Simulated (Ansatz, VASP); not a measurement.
# One calculation of ZnO, two programs

```
CELL_PARAMETERS angstrom
3.16916 0.00000 0.00000
-1.58458 2.74457 0.00000
0.00000 0.00000 5.10502
ATOMIC_POSITIONS crystal
Zn 0.33333 0.66667 0.49969
Zn 0.66667 0.33333 0.99969
O 0.66667 0.33333 0.37932
O 0.33333 0.66667 0.87932
```

Alike in both runs: functional r2SCAN; k mesh 12 × 12 × 6; occupations gaussian, width 0.02 eV; no spin polarisation.

Ansatz relaxed the structure, and its values are those at the end. VASP's run is a single point on that final structure, the one shown.

|  | VASP | Ansatz |
| --- | --- | --- |
| version | VASP 6.6.1 | Ansatz 0.2.0 |
| potentials or method | VASP PAW PBE potentials, release 64 (Zn, O) | scalar-relativistic, plane waves, PAW |
| plane-wave cutoff (eV) | 520 | 500 |
| valence electrons in the cell | 36 | 36 |

VASP gave:

* gap on the k mesh at the Fermi level (eV): 1.33
* least direct gap on the mesh (eV): 1.33
* pressure (GPa): 12.1

Question: Which values does Ansatz return?

Answer: gap on the k mesh at the Fermi level (eV): 1.33; least direct gap on the mesh (eV): 1.33; pressure (GPa): 10.6.

Caveats: the PAW data sets were made with another functional, which shifts forces and pressure a little (VASP). r2SCAN opens gaps a little over a GGA but as a rule still falls short of measured ones.
